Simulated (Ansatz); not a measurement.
## Preparing CdS (P6_3mc) as a host crystal

Aim: the runs on the perfect crystal CdS (P6_3mc) that a defect calculation needs first.

Calculated with Ansatz 0.2.0; plane-wave PAW DFT, r2SCAN; relaxation of the host's cell and atoms; PAW set soft_1, in the first sound run; inputs show where later runs differ.

This is a report of a sequence of runs, with most program output left out.

## Step 1: The starting structure

Symmetry: P6_3mc, No. 186, hexagonal system. The conventional cell has a = 4.169 Å, b = 4.169 Å, c = 6.780 Å, α = 90.00°, β = 90.00°, γ = 120.00°. Nearest to Cd lie 4 S at 2.55 Å. S has 4 Cd at 2.55 Å nearest. Farther neighbours and most contacts between anions are not listed.

## Step 2: Host cell relaxation

Lattice and positions are set free, within the symmetry that the program keeps.

Contents of cell/input.yaml:

```yaml
crystal:
  lattice:
    - [4.1688381, 0.0, 0.0]
    - [-2.084419, 3.6103197, 0.0]
    - [0.0, 0.0, 6.7796174]
  atoms:
    - { symbol: Cd, position: [0.66666667, 0.33333333, 0.50022437] }
    - { symbol: Cd, position: [0.33333333, 0.66666667, 0.00022437] }
    - { symbol: S, position: [0.66666667, 0.33333333, 0.87677563] }
    - { symbol: S, position: [0.33333333, 0.66666667, 0.37677563] }
basis:
  ecutwfc: 500
  xc_grid: 2
hamiltonian:
  xc: r2scan
  pseudopotentials: { kind: paw, azcp: { folder: soft_1 } }
kpoints:
  mp_grid: { grid: [8, 8, 4] }
scf:
  occupations: { method: fixed }
  max_iter: 100
relax:
  f_tol: 0.005
  max_steps: 60
  cell: {}
output:
  forces: true
  stress: true
checkpoint:
  write: "../cell.run"
  compress: false
  write_wavefunctions: false
  write_every: 100000
```

Launch:

```sh
ansatz run input.yaml --threads 32 --pin off --max-ram 56524MiB --backend cuda --events-out ev --progress --plain --runs-dir out --max-vram 78GiB
```

Wall time 1.6 s (1 × NVIDIA GB200 with 32 threads of Arm Neoverse V2, shared host); peak memory 1.1 GiB.

Step by step:

| step | energy less that of the first step (eV) | largest force component (eV/Å) | pressure (GPa) | volume (Å³) |
| --- | --- | --- | --- | --- |
| 1 | 0.0000 | 0.0064 | -0.22 | 102.04 |
| 2 | -0.0004 | 0.0031 | 0.03 | 101.62 |
| 3* | -0.0003 | 0.0031 | 0.03 | 101.62 |

Relaxation steps marked * repeat the geometry before them on a plane-wave basis chosen anew for their cell, so energy and pressure can jump there.

The run keeps the 12 symmetry operations that it works with, so distortions that break them were not tested.

| conventional cell, symmetrised | before | after | change |
| --- | --- | --- | --- |
| a (Å) | 4.169 | 4.164 | -0.1 % |
| b (Å) | 4.169 | 4.164 | -0.1 % |
| c (Å) | 6.780 | 6.768 | -0.2 % |
| volume (Å³/atom) | 25.51 | 25.40 | -0.4 % |

This step gave:

| Item | Value |
| --- | --- |
| pressure | 0.02561 GPa |

The cell shrank by 0.4 % in volume.

## Step 3: Dielectric tensors of the host

The response to a uniform electric field gives the electronic dielectric tensor.

This step: plane-wave PAW DFPT, PBEsol; dielectric tensors, Born charges and zone-centre modes of the host; PAW set soft_1 (Ansatz 0.2.0).

Contents of eps/input.yaml:

```yaml
crystal:
  lattice:
    - [4.163892714, -2.88e-08, 0.0]
    - [-2.081946332, 3.6060368833, 0.0]
    - [0.0, 0.0, 6.7675079654]
  atoms:
    - { symbol: Cd, position: [0.6666666667, 0.3333333333, 0.5001052249] }
    - { symbol: Cd, position: [0.3333333333, 0.6666666667, 0.0001052249] }
    - { symbol: S, position: [0.6666666667, 0.3333333333, 0.8768947751] }
    - { symbol: S, position: [0.3333333333, 0.6666666667, 0.3768947751] }
basis:
  ecutwfc: 420
hamiltonian:
  xc: pbesol
  pseudopotentials: { kind: paw, azcp: { folder: soft_1 }, xc_functional: pbe }
kpoints:
  mp_grid: { grid: [7, 7, 4] }
scf:
  occupations: { method: fixed }
  max_iter: 100
phonons:
  method: dfpt
  dielectric: true
  rigid_motions: translations
```

Elapsed: 9.3 s, on 1 × NVIDIA GB200 with 32 threads; peak memory 2.4 GiB.

Electronic dielectric tensor:

```
6.29 0.00 0.00
0.00 6.29 0.00
0.00 0.00 6.38
```

Static dielectric tensor:

```
 9.82  0.00  0.00
 0.00  9.82  0.00
 0.00  0.00 10.49
```

The principal values of the electronic dielectric tensor are 6.29, 6.29 and 6.38. The principal values of the static dielectric tensor are 9.82, 9.82 and 10.49.

## Step 4: Primitive cell on a dense mesh

A dense mesh gives the host's converged energy, against which the supercell's sampling is tested.

This step: plane-wave PAW DFT, r2SCAN; single point of the host's primitive cell on a dense mesh; PAW set soft_1 (Ansatz 0.2.0).

Contents of dense/input.yaml:

```yaml
crystal:
  lattice:
    - [4.163892714, -2.88e-08, 0.0]
    - [-2.081946332, 3.6060368833, 0.0]
    - [0.0, 0.0, 6.7675079654]
  atoms:
    - { symbol: Cd, position: [0.6666666667, 0.3333333333, 0.5001052249] }
    - { symbol: Cd, position: [0.3333333333, 0.6666666667, 0.0001052249] }
    - { symbol: S, position: [0.6666666667, 0.3333333333, 0.8768947751] }
    - { symbol: S, position: [0.3333333333, 0.6666666667, 0.3768947751] }
basis:
  ecutwfc: 500
  xc_grid: 2
hamiltonian:
  xc: r2scan
  pseudopotentials: { kind: paw, azcp: { folder: soft_1 } }
kpoints:
  mp_grid: { grid: [8, 8, 4] }
scf:
  occupations: { method: fermi_dirac, width: 0.01 }
  max_iter: 80
```

Elapsed: 1.2 s, on 1 × NVIDIA GB200 with 32 threads; peak memory 1 GiB; 2.5 s of CPU time.

## Step 5: Self-consistent run

This step: plane-wave PAW DFT, r2SCAN; single point of the defect-free supercell, a test of its k-points; PAW set soft_1 (Ansatz 0.2.0).

System of this step: CdS (P6_3mc). The cell holds 72 atoms: 36 Cd and 36 S. Cell: a = 12.492 Å, b = 12.492 Å, c = 13.535 Å, α = 90.0°, β = 90.0°, γ = 120.0°.

Contents of pristine.sampling/input.yaml:

```yaml
crystal:
  lattice:
    - [12.4916781419, -8.65e-08, 0.0]
    - [-6.245838996, 10.81811065, 0.0]
    - [0.0, 0.0, 13.5350159308]
  atoms:
    - { symbol: Cd, position: [0.2222222222, 0.1111111111, 0.2500526124] }
    - { symbol: Cd, position: [0.1111111111, 0.2222222222, 5.26124e-05] }
    - { symbol: S, position: [0.2222222222, 0.1111111111, 0.4384473876] }
    - { symbol: S, position: [0.1111111111, 0.2222222222, 0.1884473876] }
    - { symbol: Cd, position: [0.2222222222, 0.1111111111, 0.7500526124] }
    - { symbol: Cd, position: [0.1111111111, 0.2222222222, 0.5000526124] }
    - { symbol: S, position: [0.2222222222, 0.1111111111, 0.9384473876] }
    - { symbol: S, position: [0.1111111111, 0.2222222222, 0.6884473876] }
    - { symbol: Cd, position: [0.2222222222, 0.4444444444, 0.2500526124] }
    - { symbol: Cd, position: [0.1111111111, 0.5555555556, 5.26124e-05] }
    - { symbol: S, position: [0.2222222222, 0.4444444444, 0.4384473876] }
    - { symbol: S, position: [0.1111111111, 0.5555555556, 0.1884473876] }
    - { symbol: Cd, position: [0.2222222222, 0.4444444444, 0.7500526124] }
    - { symbol: Cd, position: [0.1111111111, 0.5555555556, 0.5000526124] }
    - { symbol: S, position: [0.2222222222, 0.4444444444, 0.9384473876] }
    - { symbol: S, position: [0.1111111111, 0.5555555556, 0.6884473876] }
    - { symbol: Cd, position: [0.2222222222, 0.7777777778, 0.2500526124] }
    - { symbol: Cd, position: [0.1111111111, 0.8888888889, 5.26124e-05] }
    - { symbol: S, position: [0.2222222222, 0.7777777778, 0.4384473876] }
    - { symbol: S, position: [0.1111111111, 0.8888888889, 0.1884473876] }
    - { symbol: Cd, position: [0.2222222222, 0.7777777778, 0.7500526124] }
    - { symbol: Cd, position: [0.1111111111, 0.8888888889, 0.5000526124] }
    - { symbol: S, position: [0.2222222222, 0.7777777778, 0.9384473876] }
    - { symbol: S, position: [0.1111111111, 0.8888888889, 0.6884473876] }
    - { symbol: Cd, position: [0.5555555556, 0.1111111111, 0.2500526124] }
    - { symbol: Cd, position: [0.4444444444, 0.2222222222, 5.26124e-05] }
    - { symbol: S, position: [0.5555555556, 0.1111111111, 0.4384473876] }
    - { symbol: S, position: [0.4444444444, 0.2222222222, 0.1884473876] }
    - { symbol: Cd, position: [0.5555555556, 0.1111111111, 0.7500526124] }
    - { symbol: Cd, position: [0.4444444444, 0.2222222222, 0.5000526124] }
    - { symbol: S, position: [0.5555555556, 0.1111111111, 0.9384473876] }
    - { symbol: S, position: [0.4444444444, 0.2222222222, 0.6884473876] }
    - { symbol: Cd, position: [0.5555555556, 0.4444444444, 0.2500526124] }
    - { symbol: Cd, position: [0.4444444444, 0.5555555556, 5.26124e-05] }
    - { symbol: S, position: [0.5555555556, 0.4444444444, 0.4384473876] }
    - { symbol: S, position: [0.4444444444, 0.5555555556, 0.1884473876] }
    - { symbol: Cd, position: [0.5555555556, 0.4444444444, 0.7500526124] }
    - { symbol: Cd, position: [0.4444444444, 0.5555555556, 0.5000526124] }
    - { symbol: S, position: [0.5555555556, 0.4444444444, 0.9384473876] }
    - { symbol: S, position: [0.4444444444, 0.5555555556, 0.6884473876] }
    - { symbol: Cd, position: [0.5555555556, 0.7777777778, 0.2500526124] }
    - { symbol: Cd, position: [0.4444444444, 0.8888888889, 5.26124e-05] }
    - { symbol: S, position: [0.5555555556, 0.7777777778, 0.4384473876] }
    - { symbol: S, position: [0.4444444444, 0.8888888889, 0.1884473876] }
    - { symbol: Cd, position: [0.5555555556, 0.7777777778, 0.7500526124] }
    - { symbol: Cd, position: [0.4444444444, 0.8888888889, 0.5000526124] }
    - { symbol: S, position: [0.5555555556, 0.7777777778, 0.9384473876] }
    - { symbol: S, position: [0.4444444444, 0.8888888889, 0.6884473876] }
    - { symbol: Cd, position: [0.8888888889, 0.1111111111, 0.2500526124] }
    - { symbol: Cd, position: [0.7777777778, 0.2222222222, 5.26124e-05] }
    - { symbol: S, position: [0.8888888889, 0.1111111111, 0.4384473876] }
    - { symbol: S, position: [0.7777777778, 0.2222222222, 0.1884473876] }
    - { symbol: Cd, position: [0.8888888889, 0.1111111111, 0.7500526124] }
    - { symbol: Cd, position: [0.7777777778, 0.2222222222, 0.5000526124] }
    - { symbol: S, position: [0.8888888889, 0.1111111111, 0.9384473876] }
    - { symbol: S, position: [0.7777777778, 0.2222222222, 0.6884473876] }
    - { symbol: Cd, position: [0.8888888889, 0.4444444444, 0.2500526124] }
    - { symbol: Cd, position: [0.7777777778, 0.5555555556, 5.26124e-05] }
    - { symbol: S, position: [0.8888888889, 0.4444444444, 0.4384473876] }
    - { symbol: S, position: [0.7777777778, 0.5555555556, 0.1884473876] }
    - { symbol: Cd, position: [0.8888888889, 0.4444444444, 0.7500526124] }
    - { symbol: Cd, position: [0.7777777778, 0.5555555556, 0.5000526124] }
    - { symbol: S, position: [0.8888888889, 0.4444444444, 0.9384473876] }
    - { symbol: S, position: [0.7777777778, 0.5555555556, 0.6884473876] }
    - { symbol: Cd, position: [0.8888888889, 0.7777777778, 0.2500526124] }
    - { symbol: Cd, position: [0.7777777778, 0.8888888889, 5.26124e-05] }
    - { symbol: S, position: [0.8888888889, 0.7777777778, 0.4384473876] }
    - { symbol: S, position: [0.7777777778, 0.8888888889, 0.1884473876] }
    - { symbol: Cd, position: [0.8888888889, 0.7777777778, 0.7500526124] }
    - { symbol: Cd, position: [0.7777777778, 0.8888888889, 0.5000526124] }
    - { symbol: S, position: [0.8888888889, 0.7777777778, 0.9384473876] }
    - { symbol: S, position: [0.7777777778, 0.8888888889, 0.6884473876] }
basis:
  ecutwfc: 500
  xc_grid: 2
hamiltonian:
  xc: r2scan
  pseudopotentials: { kind: paw, azcp: { folder: soft_1 } }
kpoints:
  mp_grid: { grid: [1, 1, 1], shift: [0.25, 0.25, 0.25] }
scf:
  occupations: { method: fermi_dirac, width: 0.01 }
  max_iter: 80
```

Elapsed: 1.9 s, on 1 × NVIDIA GB200 with 32 threads; peak memory 1.5 GiB.

This step gave:

- energy over dense mesh: -0.01097 eV/atom

## Step 6: Defect free supercell relaxed from its symmetric sites

This cell, the one that will hold the defects, is built from the relaxed host. Its coarser k-points can move the atoms a little, so it is relaxed from the symmetric sites, as the reference for the test of stability.

This step: plane-wave PAW DFT, r2SCAN; relaxation of the defect-free supercell from its symmetric sites; PAW set soft_1 (Ansatz 0.2.0).

pristine.symmetric/input.yaml, as its differences from pristine.sampling/input.yaml of step 5:

```diff
@@ -89 +89,12 @@
   max_iter: 80
+output:
+  forces: true
+relax:
+  f_tol: 0.01
+  max_steps: 60
+  escape_saddle: false
+checkpoint:
+  write: "../pristine.symmetric.run"
+  compress: false
+  write_wavefunctions: false
+  write_every: 100000
```

The job ended after 4.4 s (1 × NVIDIA GB200 with 32 threads; peak memory 1.5 GiB).

No atom moved by 0.005 Å in the relaxation.

## Step 7: Defect free supercell relaxed from displaced atoms

This step: plane-wave PAW DFT, r2SCAN; relaxation of the defect-free supercell from random displacements, a test of the host's stability; PAW set soft_1 (Ansatz 0.2.0).

pristine.rattled/input.yaml, as its differences from pristine.symmetric/input.yaml of step 6:

```diff
@@ -93,6 +93,6 @@
   f_tol: 0.01
-  max_steps: 60
-  escape_saddle: false
+  max_steps: 120
+  random_displacement: { amplitude: 0.08, seed: 5975 }
 checkpoint:
-  write: "../pristine.symmetric.run"
+  write: "../pristine.rattled.run"
   compress: false
```

Elapsed: 7.1 s, on 1 × NVIDIA GB200 with 32 threads; peak memory 1.5 GiB.

The steps of the relaxation:

| step | energy less that of the first step (eV) | largest force component (eV/Å) |
| --- | --- | --- |
| 1 | 0.0000 | 0.9946 |
| 2 | -1.4351 | 0.2170 |
| 3 | -1.5807 | 0.0118 |
| 4 | -1.5782 | 0.0283 |
| 5 | -1.5816 | 0.0047 |

Relaxation step 4 was tried and not accepted.

The atoms that moved most (Å, from the sites as typed, ahead of the random displacement, the mean shift of all atoms taken out):

| atom | dx | dy | dz | length |
| --- | --- | --- | --- | --- |
| Cd70 | -0.010 | 0.005 | -0.002 | 0.011 |
| Cd54 | -0.009 | 0.006 | -0.003 | 0.011 |
| Cd14 | -0.009 | 0.005 | -0.003 | 0.011 |
| Cd5 | 0.010 | -0.005 | -0.001 | 0.011 |
| Cd61 | 0.010 | -0.005 | -0.001 | 0.011 |
| Cd45 | 0.009 | -0.006 | -0.001 | 0.011 |
| Cd66 | -0.009 | 0.005 | -0.002 | 0.011 |
| Cd22 | -0.009 | 0.006 | -0.002 | 0.011 |

The relaxation ends 22 meV an atom lower than the displaced start, with a largest force component of 0.0047 eV/Å.

## Step 8: Results

```
primitive cell vectors, lengths                                      : 4.164, 4.164, 6.768 Å
electronic dielectric constant                                       : principal values (6.29, 6.29, 6.38)
static dielectric constant                                           : principal values (9.82, 9.82, 10.49)
gap on the k-mesh of the response run (PBEsol)                       : 1.03 eV
supercell relaxed in its symmetry less the displaced and relaxed one : 0.001 eV
energy an atom at one point at (¼, ¼, ¼) less that on the dense mesh : -0.011 eV
```

Step 7: The energy fell by 1.582 eV from the randomly displaced start; against the sites as typed, Cd70 ends farthest off, by 0.01 Å, once the mean shift is taken out. The displaced cell ends within 0.01 eV of the symmetric one relaxed in its symmetry, so no lower structure shows in this supercell. The k-mesh can miss the band edges, so this gap is an upper bound at this level. All at zero temperature.

[Logs are printed without paths, hosts, clocks, repeated set-up lines and the standing remarks that a program may print on its own settings, such as how far it seeks lower states.]

[Hosts, paths, dates, database ids (printed as entryN), source tags and the programs' standing remarks are cut or masked in the printed files.]

[Runs of the host that timed out are not shown.]

[For some hosts the program warned that the k-mesh of the response run may be too coarse for force constants and the static dielectric constant; such warnings are not always shown.]

[The program warned that the k-mesh of a response run behind this text may be too coarse: force constants, and the static dielectric constant and all else formed from them, are not shown converged.]
